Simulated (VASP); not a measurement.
# BaTiO3 (P4mm) in VASP: relaxation of cell and atoms with r2SCAN

Aim: the relaxation of cell and atoms of BaTiO3 with r2SCAN.

Everything below comes from runs of VASP 6.6.1. Logs are shortened: lines on timing, memory, paths and dates and some standing lists are left out, and cuts for length are marked.

### Step 1. The structure

The structure is tetragonal, space group P4mm (No. 99). Conventional cell: a = 3.990 Å, b = 3.990 Å, c = 4.103 Å, α = 90.00°, β = 90.00°, γ = 90.00°. Ba (site symmetry 4mm) has 12 O at 2.81 to 2.92 Å as nearest neighbours. Ti (site symmetry 4mm) is surrounded by 5 O at 1.84 to 2.00 Å. O (site symmetry 2mm) is surrounded by 2 Ti at 2.00 Å. O (site symmetry 4mm) is surrounded by 1 Ti at 1.84 Å.

The cell is a database's computed one.

### Step 2. Relaxation of cell and atoms, r2SCAN

File INCAR:

```
SYSTEM = BaTiO3
ALGO = Normal ; EDIFF = 1E-7
EDIFFG = -0.005 ; ENCUT = 600
IBRION = 2 ; ISIF = 3
ISMEAR = 0 ; LASPH = .True.
LCHARG = .False. ; LMIXTAU = .True.
LREAL = .False. ; LWAVE = .False.
METAGGA = R2SCAN ; NELM = 100
NSW = 90 ; PREC = Accurate
SIGMA = 0.02
```

File KPOINTS:

```
k-points
0
Gamma
  8 8 8
  0 0 0
```

File POSCAR:

```
BaTiO3
1.0
    3.9903792100      0.0000000000      0.0000000000
    0.0000000000      3.9903792100      0.0000000000
    0.0000000000      0.0000000000      4.1026553900
Ba Ti O
1 1 3
Direct
    0.5000000000      0.5000000000      0.5825414600
    0.0000000000      0.0000000000      0.1000427000
    0.0000000000      0.5000000000      0.0642205400
    0.5000000000      0.0000000000      0.0642205400
    0.0000000000      0.0000000000      0.5489717500
```

Potentials or basis: VASP PAW PBE potentials, release 64 (Ba_sv, Ti_sv, O).

Started as:

```console
> cat potpaw_PBE.64/Ba_sv/POTCAR potpaw_PBE.64/Ti_sv/POTCAR potpaw_PBE.64/O/POTCAR > POTCAR
> mpirun -np 1 vasp_std > vasp.out
```

OUTCAR:

```text
SYSTEM = BaTiO3
   EDIFF = 1E-7
   EDIFFG = -0.005
   ENCUT = 600
   IBRION = 2
   ISIF = 3
   ISMEAR = 0
   LASPH = .True.
   LREAL = .False.
   METAGGA = R2SCAN
   NELM = 100
   NSW = 90
   PREC = Accurate

 ion  position               nearest neighbor table
   1  0.500  0.500  0.583-   3 2.81   4 2.81   4 2.81   3 2.81   5 2.82   5 2.82   5 2.82   5 2.82
                             3 2.92   4 2.92   3 2.92   4 2.92   2 3.45   2 3.45   2 3.45   2 3.45
   2  0.000  0.000  0.100-   5 1.84   4 2.00   3 2.00   3 2.00   4 2.00   5 2.26   1 3.45   1 3.45
                             1 3.45   1 3.45   1 3.53   1 3.53   1 3.53   1 3.53
   3  0.000  0.500  0.064-   2 2.00   2 2.00   1 2.81   1 2.81   1 2.92   1 2.92
   4  0.500  0.000  0.064-   2 2.00   2 2.00   1 2.81   1 2.81   1 2.92   1 2.92
   5  0.000  0.000  0.549-   2 1.84   2 2.26   1 2.82   1 2.82   1 2.82   1 2.82

  LATTYP: Found a simple tetragonal cell.
 ALAT       =     3.9903792100
 C/A-ratio  =     1.0281367194

  Lattice vectors:

 A1 = (   3.9903792100,   0.0000000000,   0.0000000000)
 A2 = (   0.0000000000,   3.9903792100,   0.0000000000)
 A3 = (   0.0000000000,   0.0000000000,   4.1026553900)

Analysis of symmetry for initial positions (statically):
=====================================================================
 Subroutine PRICEL returns:
 Original cell was already a primitive cell.

 Routine SETGRP: Setting up the symmetry group for a
 simple tetragonal supercell.

 Subroutine GETGRP returns: Found  8 space group operations
 (whereof  8 operations were pure point group operations)
 out of a pool of 16 trial point group operations.

The static configuration has the point symmetry C_4v.

Analysis of symmetry for dynamics (positions and initial velocities):
=====================================================================
 Subroutine PRICEL returns:
 Original cell was already a primitive cell.

 Routine SETGRP: Setting up the symmetry group for a
 simple tetragonal supercell.

 Subroutine GETGRP returns: Found  8 space group operations
 (whereof  8 operations were pure point group operations)
 out of a pool of 16 trial point group operations.

The dynamic configuration has the point symmetry C_4v.

 Subroutine INISYM returns: Found  8 space group operations
 (whereof  8 operations are pure point group operations),
 and found     1 'primitive' translations

----------------------------------------------------------------------------------------

                                     Primitive cell

  volume of cell :      65.3271

  direct lattice vectors                    reciprocal lattice vectors
     3.990379210  0.000000000  0.000000000     0.250602749  0.000000000  0.000000000
     0.000000000  3.990379210  0.000000000     0.000000000  0.250602749  0.000000000
     0.000000000  0.000000000  4.102655390     0.000000000  0.000000000  0.243744576

  length of vectors
     3.990379210  3.990379210  4.102655390     0.250602749  0.250602749  0.243744576

  position of ions in fractional coordinates (direct lattice)
     0.500000000  0.500000000  0.582541460
     0.000000000  0.000000000  0.100042700
     0.000000000  0.500000000  0.064220540
     0.500000000  0.000000000  0.064220540
     0.000000000  0.000000000  0.548971750

  ion indices of the primitive-cell ions
   primitive index   ion index
                 1           1
                 2           2
                 3           3
                 4           4
                 5           5

----------------------------------------------------------------------------------------

 KPOINTS: k-points

Automatic generation of k-mesh.
 Grid dimensions read from file:
 generate k-points for:    8    8    8

 Generating k-lattice:

  Cartesian coordinates                     Fractional coordinates (reciprocal lattice)
     0.031325344  0.000000000  0.000000000     0.125000000  0.000000000  0.000000000
     0.000000000  0.031325344  0.000000000     0.000000000  0.125000000  0.000000000
     0.000000000  0.000000000  0.030468072     0.000000000  0.000000000  0.125000000

  Length of vectors
     0.031325344  0.031325344  0.030468072

  Shift w.r.t. Gamma in fractional coordinates (k-lattice)
     0.000000000  0.000000000  0.000000000

 Subroutine IBZKPT returns following result:
 ===========================================

 Found     75 irreducible k-points:

 Following reciprocal coordinates:
            Coordinates               Weight
  0.000000  0.000000  0.000000      1.000000
  0.125000  0.000000  0.000000      4.000000
  0.250000  0.000000  0.000000      4.000000
  0.375000  0.000000  0.000000      4.000000
  0.500000  0.000000  0.000000      2.000000
  0.125000  0.125000  0.000000      4.000000
[... 16 lines left out ...]
  0.375000  0.125000  0.125000     16.000000
  0.500000  0.125000  0.125000      8.000000
 [... further k-points ...]
   k-points           NKPTS =     75   k-points in BZ     NKDIM =     75   number of bands    NBANDS=     24
   number of dos      NEDOS =    301   number of ions     NIONS =      5
   total plane-waves  NPLWV =  36864
   dimension x,y,z NGX =    32 NGY =   32 NGZ =   36
   dimension x,y,z NGXF=    64 NGYF=   64 NGZF=   72
   ions per type =               1   1   3
   NGX,Y,Z   is equivalent  to a cutoff of  13.33, 13.33, 14.59 a.u.
   NGXF,Y,Z  is equivalent  to a cutoff of  26.66, 26.66, 29.18 a.u.
 SYSTEM =  BaTiO3
   PREC   = accura    normal or accurate (medium, high low for compatibility)
   ISTART =      0    job   : 0-new  1-cont  2-samecut
   ICHARG =      2    charge: 1-file 2-atom 10-const
   ISPIN  =      1    spin polarized calculation?
   LNONCOLLINEAR =      F non collinear calculations
   LSORBIT =      F    spin-orbit coupling
   LASPH  =      T    aspherical Exc in radial PAW
   ENCUT  =  600.0 eV  44.10 Ry    6.64 a.u.   7.97  7.97  8.19*2*pi/ulx,y,z
   NELM   =    100;   NELMIN=  2; NELMDL= -5     # of ELM steps
   EDIFF  = 0.1E-06   stopping-criterion for ELM
   LREAL  =      F    real-space projection
   EDIFFG = -.5E-02   stopping-criterion for IOM
   NSW    =     90    number of steps for IOM
   IBRION =      2    ionic relax: 0-MD 1-quasi-New 2-CG
   NFREE  =      1    steps in history (QN), initial steepest desc. (CG)
   ISIF   =      3    stress and relaxation
   ISYM   =      2    0-nonsym 1-usesym 2-fastsym
   POTIM  = 0.5000    time-step for ionic-motion
   TEBEG  =    0.0;   TEEND  =   0.0 temperature during run
   PSTRESS=    0.0 pullay stress
   NELECT =      40.0000    total number of electrons
   NUPDOWN=      -1.0000    fix difference up-down
   EMIN   =  10.00;   EMAX   =-10.00  energy-range for DOS
   EFERMI =   0.00;   METHOD = LEGACY
   ISMEAR =     0;   SIGMA  =   0.02  broadening in eV -4-tet -1-fermi 0-gaus
   EFERMI_NEDOS =   21; number of points for ismear=-14 and -15
   IALGO  =     38    algorithm
   IMIX   =      4    mixing-type and parameters
     AMIX     =   0.40;   BMIX     =  1.00
     AMIX_MAG =   1.60;   BMIX_MAG =  1.00
  volume/ion in A,a.u.               =      13.07        88.17
  Fermi-wavevector in a.u.,A,eV,Ry     =   1.390157  2.627015 26.293737  1.932535
  Thomas-Fermi vector in A             =   2.514119
   LORBIT       =      0    0 simple, 1 ext, 2 COOP (PROOUT), +10 PAW based schemes
   METAGGA = R2SCAN    functional components
   LHFCALC =     F    Hartree Fock is set to
   AEXX    =    0.0000 exact exchange contribution
   IVDW    =     0    specifies the selected vdW correction
   LEPSILON=     F    determine dielectric tensor
   LRPA    =     F    only Hartree local field effects (RPA)
 conjugate gradient relaxation of ions
 non-spin polarized calculation
 Gauss-broadening in eV      SIGMA  =   0.02
  energy-cutoff  :      600.00
  volume of cell :       65.33
 maximum number of plane-waves:      2212
 NGX is ok and might be reduce to    32
   NGX = 15   NGY = 15   NGZ = 17

--------------------------------------- Ionic step        1  -------------------------------------------

 number of electron      39.9999993 magnetization

 Free energy of the ion-electron system (eV)
  ---------------------------------------------------
  ext. energy  EPLUGINS =         0.00000000
  ---------------------------------------------------
  free energy    TOTEN  =       -74.27297028 eV

  energy without entropy =      -74.27297028  energy(sigma->0) =      -74.27297028

------------------------ aborting loop because EDIFF is reached ----------------------------------------

  FORCE on cell =-STRESS in cart. coord.  units (eV):
  Direction    XX          YY          ZZ          XY          YZ          ZX
  --------------------------------------------------------------------------------------
  -------------------------------------------------------------------------------------
  Total       -0.0266962     -0.0266962      0.0146142      0.0000000      0.0000000      0.0000000
  in kB       -0.6547376     -0.6547376      0.3584206      0.0000000      0.0000000      0.0000000
  external PRESSURE =      -0.3170182 kB  Pullay stress =       0.0000000 kB
[... 98 lines left out ...]
  FREE ENERGIE OF THE ION-ELECTRON SYSTEM (eV)
  ---------------------------------------------------
  free  energy   TOTEN  =       -74.2730439104 eV

  energy  without entropy=      -74.2730439104  energy(sigma->0) =      -74.27304391

[... ionic steps 4 to 9 ...]

--------------------------------------- Ionic step       10  -------------------------------------------

 number of electron      39.9999992 magnetization

------------------------ aborting loop because EDIFF is reached ----------------------------------------
[... 73 lines left out ...]
--------------------------------------- Ionic step       12  -------------------------------------------

 number of electron      39.9999992 magnetization

 Free energy of the ion-electron system (eV)
  ---------------------------------------------------
  ext. energy  EPLUGINS =         0.00000000
  ---------------------------------------------------
  free energy    TOTEN  =       -74.27319215 eV

  energy without entropy =      -74.27319215  energy(sigma->0) =      -74.27319215

 E-fermi :   3.6197     XC(G=0): -11.7879

 val. band max:        3.5217885242   @ k =   0.5000   0.5000   0.5000
 cond. band min:       5.7025677097   @ k =   0.0000   0.0000   0.0000
 fundamental gap:      2.1807791855
 Fermi energy:         3.6197402207

 k-point     1 :       0.0000    0.0000    0.0000
  band No.  band energies     occupation
      1     -55.3308      2.00000
      2     -30.5805      2.00000
      3     -30.4807      2.00000
      4     -30.4807      2.00000
      5     -22.1870      2.00000
      6     -14.4404      2.00000
[... 637 lines left out ...]
     23       7.4675      0.00000
     24       8.4545      0.00000

 [... further k-points ...]

------------------------ aborting loop because EDIFF is reached ----------------------------------------

  FORCE on cell =-STRESS in cart. coord.  units (eV):
  Direction    XX          YY          ZZ          XY          YZ          ZX
  --------------------------------------------------------------------------------------
  -------------------------------------------------------------------------------------
  Total        0.0047340      0.0047340      0.0019028      0.0000000      0.0000000      0.0000000
  in kB        0.1159404      0.1159404      0.0466005      0.0000000      0.0000000      0.0000000
  external PRESSURE =       0.0928271 kB  Pullay stress =       0.0000000 kB
[... 20 lines left out ...]
  FREE ENERGIE OF THE ION-ELECTRON SYSTEM (eV)
  ---------------------------------------------------
  free  energy   TOTEN  =       -74.2731921534 eV

  energy  without entropy=      -74.2731921534  energy(sigma->0) =      -74.27319215

 reached required accuracy - stopping structural energy minimisation
```

Run time: 42 min. Hardware: 1 thread of AMD EPYC 9R45 (Zen 5), shared host; peak memory 0.28 GiB.

What came out:

- Free energy: -74.2732 eV
- Relaxed volume: 13.08 Å³/atom
- Relaxed cell: a = 3.987 Å, b = 3.987 Å, c = 4.115 Å, α = 90.00°, β = 90.00°, γ = 90.00°
- Space group after relaxing (to 0.05 Å): P4mm (No. 99)
- Energy gained by relaxing: 0.0 meV/atom
- Ionic steps: 12
- Pressure after relaxing: 0.0 GPa
- Band gap on the k mesh: 2.18 eV, indirect (least direct gap 2.66 eV)

Forces in eV/Å, atoms in the order of the input:
```
Ba   0.000  0.000 -0.001
Ti   0.000  0.000 -0.003
O    0.000  0.000  0.002
O    0.000  0.000  0.002
O    0.000  0.000  0.000
```

The path:
```csv
step,energy change (eV),largest force (eV/Å),pressure (GPa),volume (Å³)
1,0.0000,0.0337,-0.03,65.33
2,-0.0001,0.0057,0.09,65.30
3,-0.0001,0.0057,0.11,65.30
4,-0.0001,0.0076,0.06,65.33
5,-0.0002,0.0107,-0.02,65.39
6,-0.0001,0.0168,-0.19,65.50
7,-0.0002,0.0126,-0.08,65.42
8,-0.0002,0.0113,0.00,65.41
9,-0.0002,0.0109,0.02,65.41
10,-0.0002,0.0072,0.00,65.42
11,-0.0002,0.0067,-0.02,65.43
12,-0.0002,0.0027,0.01,65.42
```

Final structure:
```
Ba Ti O
1.0
     3.98703    0.00000    0.00000
     0.00000    3.98703    0.00000
     0.00000    0.00000    4.11536
Ba Ti O
1 1 3
Direct
  0.50000 0.50000 0.58339
  0.00000 0.00000 0.10141
  0.00000 0.50000 0.06387
  0.50000 0.00000 0.06387
  0.00000 0.00000 0.54745
```

Caveat: the PAW data sets were made with another functional, which shifts forces and pressure a little; spin-orbit coupling is left out, which moves the levels of the heavy elements. r2SCAN opens gaps a little over a GGA but as a rule still falls short of measured ones.
